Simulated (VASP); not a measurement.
Wanted: the native input for a VASP 6.6.1 run.

- Task: optical spectrum
- Functional: PBE
- Potentials or basis: VASP PAW PBE potentials, release 64 (Ir, O)
- Cutoff: 520 eV
- k mesh: 10 × 10 × 16
- Occupations: gaussian, width 0.05 eV
- Spin: spin-orbit coupling, no magnetisation
- Further INCAR settings: ALGO = Normal; EDIFF = 1e-06; NBANDS = 138

The structure of IrO2 lies in POSCAR:

```
IrO2                                    
1.0
    4.4837704648      0.0000000000      0.0000000000
   -0.0000000000      4.4837704648      0.0000000000
    0.0000000000      0.0000000000      3.1637946960
  Ir              O             
     2     4
Direct
     0.0000000000000000    0.0000000000000000    0.0000000000000000
     0.5000000000000000    0.5000000000000000    0.5000000000000000
     0.3088508816894303    0.3088508816894303    0.0000000000000000
     0.1911491183105698    0.8088508816894302    0.5000000000000000
     0.6911491183105698    0.6911491183105698    0.0000000000000000
     0.8088508816894302    0.1911491183105698    0.5000000000000000
```

The input as run:

INCAR

```
SYSTEM = IrO2
PREC = Accurate
ENCUT = 520
EDIFF = 1E-6
ISMEAR = 0
SIGMA = 0.05
LREAL = .False.
LASPH = .True.
NELM = 80
ALGO = Normal
ISIF = 2
LWAVE = .False.
LCHARG = .False.
LNONCOLLINEAR = .True.
MAGMOM = 0 0 0 0 0 0 0 0 0 0 0 0 0 0 0 0 0 0
LORBIT = 11
LSORBIT = .True.
GGA_COMPAT = .False.
LMAXMIX = 4
GGA = PE
LOPTICS = .True.
NBANDS = 138
NEDOS = 3000
CSHIFT = 0.05
KPAR = 4
```

KPOINTS

```
regular mesh
0
Gamma
  10 10 16
  0 0 0
```

Potentials or basis: VASP PAW PBE potentials, release 64 (Ir, O).

Launch:

```sh
$ cat potpaw_PBE.64/Ir/POTCAR potpaw_PBE.64/O/POTCAR > POTCAR
$ mpirun -np 4 vasp_ncl > vasp.out
```

It gave:

```yaml
Pressure: 11.2 GPa
Largest_force: 0.095 eV/Å
Valence_electrons_inside_the_program's_atomic_spheres: Ir 8.36; O 5.02
```

Caveat: independent-particle spectra lack excitons.

It took 9.3 min on 4 MPI ranks on Intel(R) Xeon(R) 6975P-C (Granite Rapids), on a shared host, peak memory 3.7 GiB a rank.
